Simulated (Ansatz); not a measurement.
AlSb (zinc blende)

```xyz
2
Lattice="0.0000 3.0886 3.0886 3.0886 0.0000 3.0886 3.0886 3.0886 0.0000" Properties=species:S:1:pos:R:3 pbc="T T T"
Sb     1.5443     1.5443     1.5443
Al     0.0000     0.0000     0.0000
```

The slice is a {110} plane (indices of the conventional cell) through the point (0.250, 0.250, 0.250) (fractional), spanned by u = [100] and v = [1 -1 -1] in vectors of this cell: u (4.37 Å) and v (6.18 Å, at 90° to u). It covers one period; positions are fractions (u, v).

All values below come from r2SCAN (plane waves to 500 eV, PAW, scalar-relativistic; Ansatz, a first-principles code). k mesh 13×13×13. Inside the PAW spheres the values are not all-electron values, and peaks at nuclei hang on which shells count as valence. AlSb was relaxed with its symmetry unable to fall. Spin-orbit coupling is left out, though Sb is heavy.

Task: What is the valence density on the shortest Sb–Al line in this plane (2.67 Å), at its midpoint?

Result: 0.41 e/Å³.

Task: The ELF has a maximum in the middle third of the Sb–Al line. Where, and how high?

Result: 0.92, 1.7 Å from Sb.

Task: What is the ELF at the midpoint of the shortest Sb–Al line in this plane (2.67 Å)?

Result: 0.9.

Task: Predict the map of the electron localisation function (ELF) on the slice.

Result: 
```
v \ u  0.00  0.18  0.35  0.53  0.71  0.88
-----  ----  ----  ----  ----  ----  ----
0.88   0.27  0.40  0.29  0.04  0.45  0.35
0.75   0.55  0.35  0.03  0.01  0.09  0.46
0.62   0.05  0.02  0.03  0.04  0.02  0.03
0.50   0.01  0.03  0.18  0.27  0.11  0.02
0.38   0.05  0.14  0.32  0.29  0.28  0.09
0.25   0.55  0.71  0.20     x  0.66  0.65
0.12   0.27  0.56  0.90  0.35  0.91  0.38
0.00      x  0.27  0.66  0.31  0.63  0.06
```

Values: electron localisation function (ELF). Points within 0.5 Å of a nucleus are blanked (x), as the pseudised field means little there.
